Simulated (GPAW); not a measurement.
A run of GPAW 26.7.0 is set up as follows.

run.py

```python
from ase import Atoms
from ase.calculators.mixing import SumCalculator
from ase.filters import FrechetCellFilter
from ase.io import write
from ase.optimize import BFGS
from dftd4.ase import DFTD4
from gpaw import GPAW, PW, setup_paths

setup_paths.insert(0, '.')

atoms = Atoms(['Zn', 'Zn', 'S', 'S'],
              cell=[[3.811, 0.0, 0.0],
                    [-1.9055, 3.3004228138, 0.0],
                    [0.0, 0.0, 6.234]],
              scaled_positions=[[0.6666666667, 0.3333333333, 0.5],
                                [0.3333333333, 0.6666666667, 0.0],
                                [0.6666666667, 0.3333333333, 0.885],
                                [0.3333333333, 0.6666666667, 0.385]],
              pbc=True)

calc = GPAW(mode=PW(600),
            xc='PBEsol',
            kpts={'size': (6, 6, 3), 'gamma': True},
            occupations={'name': 'fermi-dirac', 'width': 0.05},
            nbands=31,
            convergence={'density': 1e-05, 'forces': 0.0001},
            maxiter=150,
            txt='gpaw.txt')
atoms.calc = SumCalculator([calc, DFTD4(method='pbesol')])
opt = BFGS(FrechetCellFilter(atoms), trajectory='relax.traj', logfile='-')
done = opt.run(fmax=0.02, steps=60)
calc.write('gs.gpw')
write('result.traj', atoms)
print('Converged:', done)
print('Cell:', atoms.cell.cellpar().round(4))
print('Volume:', round(atoms.get_volume(), 4))
print(atoms.get_scaled_positions().round(5))
```

Potentials or basis: PAW data sets generated in the run's folder for this functional, pw.

Run with:

```bash
$ gpaw-setup -f PBEsol S Zn
$ OMP_NUM_THREADS=1 python run.py
```

(1) Estimate the relaxed cell.

(2) Predict the band gap on the k mesh.

Results:

(1) a = 3.759 Å, b = 3.759 Å, c = 6.172 Å, α = 90.00°, β = 90.00°, γ = 120.00°.

(2) 2.23 eV, direct.

Caveat: later steps reuse the first step's grids.
